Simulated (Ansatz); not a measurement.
# Ti (Im-3m) in Ansatz: further runs, part 2 of 2

Ansatz 0.2.0. The steps go on from the part before.

### 3 Relaxation of cell and atoms, BLYP+D4

The input, input.yaml:

```yaml
crystal:
  lattice:
    - [-1.641, 1.641, 1.641]
    - [1.641, -1.641, 1.641]
    - [1.641, 1.641, -1.641]
  atoms:
    - { symbol: Ti, position: [0.0, 0.0, 0.0] }
hamiltonian:
  xc: blyp
  pseudopotentials: { kind: paw }
  dispersion: d4
kpoints:
  mp_grid: { grid: [11, 11, 11] }
scf:
  occupations: { method: fermi_dirac, width: 0.05 }
output:
  forces: true
  stress: true
relax:
  f_tol: 0.01
  max_steps: 40
  cell: { stress_tol: 0.05 }
```

Potentials or basis: Ansatz PAW.

Command:

```bash
$ ansatz run input.yaml --threads 2 --pin off --max-ram 5632MiB --backend cpu --events-out ev --progress --plain --runs-dir out
```

It took 2.8 s on 2 threads of Intel Xeon at 2.70GHz, shared host; peak memory 0.31 GiB.

The run converged. Its results:

```yaml
Free_energy: -2506.1732 eV
Relaxed_volume: 17.02 Å³/atom
Relaxed_cell: a = 2.807 Å, b = 2.807 Å, c = 2.807 Å, α = 109.47°, β = 109.47°, γ = 109.47°
Space_group_after_relaxing_to_0.05_Å: Im-3m (No. 229)
Energy_gained_by_relaxing: 7.9 meV/atom
Ionic_steps: 5
Pressure_after_relaxing: 0.0 GPa
```

The path:
| step | energy change (eV) | largest force (eV/Å) | volume (Å³) |
| --- | --- | --- | --- |
| 1 | 0.0000 | 0.0000 | 17.68 |
| 2 | -0.0022 | 0.0000 | 16.49 |
| 3 | -0.0079 | 0.0000 | 17.05 |
| 4 | -0.0079 | 0.0000 | 17.02 |
| 5 | -0.0079 | 0.0000 | 17.02 |

Final structure:
```xyz
1
Lattice="-1.6205 1.6205 1.6205 1.6205 -1.6205 1.6205 1.6205 1.6205 -1.6205" Properties=species:S:1:pos:R:3 pbc="T T T"
Ti    0.0000    0.0000    0.0000
```

Caveat: the plane-wave basis is chosen anew once the cell has moved, so the energies of steps on either side of that aren't comparable; the PAW data sets come from PBE, with cores solved anew for the run's functional, which leaves a small shift of forces and pressure.

### 4 Single point, PBE

The input, input.yaml:

```yaml
crystal:
  lattice:
    - [-1.641, 1.641, 1.641]
    - [1.641, -1.641, 1.641]
    - [1.641, 1.641, -1.641]
  atoms:
    - { symbol: Ti, position: [0.0, 0.0, 0.0] }
hamiltonian:
  xc: pbe
  pseudopotentials: { kind: paw }
kpoints:
  mp_grid: { grid: [11, 11, 11] }
scf:
  occupations: { method: gaussian, width: 0.027 }
output:
  forces: true
  stress: true
  eigenvalues: true
```

Command:

```bash
$ ansatz run input.yaml --threads 2 --pin off --max-ram 5632MiB --backend cpu --events-out ev --progress --plain --runs-dir out
```

Wall time 0.66 s (2 threads of Intel Xeon at 2.70GHz, shared host); peak memory 0.29 GiB.

Results (log left out):

| Quantity | Value |
| --- | --- |
| Free energy | -2499.5479 eV |
| Pressure | -2.8 GPa |
| Band gap on the k mesh | none (metal or under the smearing width) |

Levels at points of the mesh, in eV from the Fermi level:
```csv
k point,band 4,band 5,band 6,band 7,band 8,band 9
"(0.00, 0.00, 0.00)",-32.39,-5.89,0.99,0.99,0.99,2.72
```

### 5 Single point, PBE

input.yaml: that of step 4 with these lines changed.

```diff
@@ -13,3 +13,3 @@
 scf:
-  occupations: { method: gaussian, width: 0.027 }
+  occupations: { method: gaussian, width: 0.028 }
 output:
```

Command:

```bash
$ ansatz run input.yaml --threads 2 --pin off --max-ram 5632MiB --backend cpu --events-out ev --progress --plain --runs-dir out
```

It took 0.74 s on 2 threads of Intel Xeon at 2.70GHz, shared host; peak memory 0.29 GiB.

Results (log left out):

* Free energy: -2499.5480 eV
* Pressure: -2.8 GPa
* Band gap on the k mesh: none (metal or under the smearing width)

Levels at points of the mesh, in eV from the Fermi level:
| k point | band 2 | band 3 | band 4 | band 5 | band 6 | band 7 | band 8 | band 9 | band 10 |
| --- | --- | --- | --- | --- | --- | --- | --- | --- | --- |
| (0.00, 0.00, 0.00) | -32.39 | -32.39 | -32.39 | -5.89 | 0.99 | 0.99 | 0.99 | 2.72 | 2.72 |

### 6 Relaxation of cell and atoms, PBEsol+D3(BJ)

The input, input.yaml:

```yaml
crystal:
  lattice:
    - [-1.641, 1.641, 1.641]
    - [1.641, -1.641, 1.641]
    - [1.641, 1.641, -1.641]
  atoms:
    - { symbol: Ti, position: [0.0, 0.0, 0.0] }
hamiltonian:
  xc: pbesol
  pseudopotentials: { kind: paw }
  dispersion: d3bj
kpoints:
  mp_grid: { grid: [11, 11, 11] }
scf:
  occupations: { method: fermi_dirac, width: 0.05 }
output:
  forces: true
  stress: true
relax:
  f_tol: 0.01
  max_steps: 40
  cell: { stress_tol: 0.05 }
```

Potentials or basis: Ansatz PAW.

Command:

```bash
$ ansatz run input.yaml --threads 2 --pin off --max-ram 5632MiB --backend cpu --events-out ev --progress --plain --runs-dir out
```

What it wrote:

```text
Warning: RAYON_NUM_THREADS=2 ignored (pool sized by the plan → 2); use --threads N
Engine: ansatz 0.2.0, x86_64-unknown-linux-gnu
Pseudopotentials: kind: paw
Pseudopotential: Ti, paw, valence charge 12, recommended cutoff 420 eV (normal), Ti.paw.azcp
Functional definition: PBEsol
  exchange = pbesol_x
  correlation = pbesol_c
Crystal: 1 atoms, lattice volume = 17.676 Å³
Basis set: ecut = 420 eV, 369 PW (Γ), exchange–correlation on 40×40×40 points (8 copies of the dense FFT grid, shifted against one another)
Bands: 10, of which v1, the nominal top of the filled ones, is band 6 counted from 1 (5 counted from 0)
Symmetry: 48 space group operations
Space group: Im-3m (ITA 229), of the structure as read, at distance tolerance 2.6e-5 Å
k-points: 56 of 1331
Non-local potential: Ti, projectors of the file, l = 0: 3, l = 1: 2, l = 2: 3, l = 3: 1
PAW form: soft (Blöchl's): semilocal exchange-correlation on the pseudo side does not see the compensation charge
PAW frozen core: Ti, regenerated for the run's functional, and the local potential with it (the file was generated under x = pbe(κ = 0.804, μ = 0.2195149727645171), c = pbe(β = 0.06672455060314922))
PAW one-centre angular grid: Ti, 590 points (default); XC on 64 Gauss nodes
Initial density: superposition of atomic densities (neutral atoms: chi_scale 0, normalization atom), corrected by the library's trained network
Initial wavefunctions: pseudopotential atomic-orbital guess
[... 63 lines left out ...]
  E_kinetic    = 275.353156
  E_local      = -755.870925  (includes V_loc(G=0)·N_el)
  E_nonlocal   = 10.039621
  E_hartree    = 314.905295
  E_xc         = -97.515092
  E_vxc        = -122.599382  (∫ρ·V_xc dr)
  E_paw        = -1023.146380  (= ΣΔE_a)
  E_vpaw       = -171.594709  (= ΣTr[D̂ρ^β])
  E_aug_tail   = 0.000106  (compensation charges beyond the density's cutoff)
  E_ewald      = -1197.671499
  E_disp       = -0.667689  (pairwise vdW)
  E_core_change = 0.139384  (= ΣΔE_core)
  E_smearing   = -0.016573  (= −TS)
  E_closure    = -0.000000  (closes the sum)
  Σ components = -2474.450596   (vs F -2474.450596, Δ=0.00e0)
--- Forces (eV/Å), atoms counted from 1 ---
  atom   1  Ti    -0.00000000    -0.00000000     0.00000000
  max |Σ_I F_I| component: 6.68e-32 eV/Å
--- Stress (GPa, compression-positive) ---
        0.006390       0.000000       0.000000
        0.000000       0.006390      -0.000000
       -0.000000      -0.000000       0.006390
  P = ⅓ Tr σ = 0.0064 GPa (0.064 kbar)
--- Relaxed structure (4 steps of the walk, 4 accepted, 1 SCFs on fresh bases) ---
  F+E_penalty+E_count = -2474.45059626 eV   max|allowed force component| = 0.000e0 eV/Å   (the final SCF, on the basis selected at the relaxed cell)
  cell:  # Å, volume = 15.6329 Å³
    - [-1.575166625619581, 1.575166625619581, 1.575166625619581]
    - [1.575166625619581, -1.575166625619581, 1.575166625619581]
    - [1.575166625619581, 1.575166625619581, -1.575166625619581]
  atoms:
    - { symbol: Ti, position: [0.0, 0.0, 0.0] }
```

Wall time 2.5 s (2 threads of Intel Xeon at 2.70GHz, shared host); peak memory 0.32 GiB.

What came out:

| Item | Value |
| --- | --- |
| Free energy | -2474.4506 eV |
| Relaxed volume | 15.63 Å³/atom |
| Relaxed cell | a = 2.728 Å, b = 2.728 Å, c = 2.728 Å, α = 109.47°, β = 109.47°, γ = 109.47° |
| Space group after relaxing (to 0.05 Å) | Im-3m (No. 229) |
| Energy gained by relaxing | 85.2 meV/atom |
| Ionic steps | 5 |
| Pressure after relaxing | 0.0 GPa |

Step by step:
```tsv
step	energy change (eV)	largest force (eV/Å)	volume (Å³)
1	0.0000	0.0000	17.68
2	-0.0811	0.0000	15.21
3	-0.0853	0.0000	15.70
4	-0.0855	0.0000	15.63
5	-0.0852	0.0000	15.63
```

Final structure:
```
CELL_PARAMETERS angstrom
-1.57517 1.57517 1.57517
1.57517 -1.57517 1.57517
1.57517 1.57517 -1.57517
ATOMIC_POSITIONS crystal
Ti 0.00000 0.00000 0.00000
```

Caveat: the plane-wave basis is chosen anew once the cell has moved, so the energies of steps on either side of that aren't comparable; the volume moved by -12 % from the deposited cell, more than functionals usually miss; the PAW data sets come from PBE, with cores solved anew for the run's functional, which leaves a small shift of forces and pressure.

### 7 Summary

| task | level | cell | smearing | gap on the mesh (eV) | pressure (GPa) | relaxed volume (Å³/atom) |
| --- | --- | --- | --- | --- | --- | --- |
| relaxation of cell and atoms | BLYP+D3(BJ) | relaxed | fermi-dirac 0.05 eV | - | 0.0 | 15.32 |
| relaxation of cell and atoms | BLYP+D4 | relaxed | fermi-dirac 0.05 eV | - | 0.0 | 17.02 |
| single point | PBE | as given | gaussian 0.027 eV | none | -2.8 | - |
| single point | PBE | as given | gaussian 0.028 eV | none | -2.8 | - |
| relaxation of cell and atoms | PBEsol+D3(BJ) | relaxed | fermi-dirac 0.05 eV | - | 0.0 | 15.63 |

Alike in all rows: potentials or basis Ansatz PAW; no spin polarisation; k mesh 11 × 11 × 11; cutoff (eV) 420.

Caveats: the plane-wave basis is chosen anew once the cell has moved, so the energies of steps on either side of that aren't comparable (some runs); the PAW data sets come from PBE, with cores solved anew for the run's functional, which leaves a small shift of forces and pressure (some runs); the volume moved by -13 % from the deposited cell, more than functionals usually miss (some runs); the volume moved by -12 % from the deposited cell, more than functionals usually miss (some runs).

Total energies depend on the potentials used, so only differences within one code and one set of settings carry meaning.
